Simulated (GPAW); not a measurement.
Be, 1 atom in the cell. The typed cell holds 1 atom: a = 2.396 Å, b = 2.199 Å, c = 1.760 Å, α = 102.25°, β = 109.15°, γ = 110.62°. This isn't the form of Be at room conditions, which is hcp. The cell isn't the ideal one: cell sheared at random, sigma 0.1, atoms nudged by 0.01 Å.

```yaml
Program: GPAW 26.7.0
Task: atomic charges
Functional: revPBE
Potentials_or_basis: the program's PAW data sets (release 1.2.1) made for this functional
Cutoff: 800 eV
Basis: pw
k_mesh: 13 × 14 × 17
Occupations: fermi-dirac, width 0.05 eV
Spin: no spin polarisation
Maxiter: 150
older_calculator_legacy_gpaw: yes
```

Potentials or basis: the program's PAW data sets (release 1.2.1) made for this functional, pw.

The run is started by

```bash
$ OMP_NUM_THREADS=1 python run.py
```

Hardware: 1 thread of Arm Neoverse N1, on a shared host.

Question: Estimate the wall time of this run.

Answer: It took 94 s on 1 thread of Arm Neoverse N1, with other jobs on the host, peak memory 0.28 GiB. Counts: scf iterations 9.
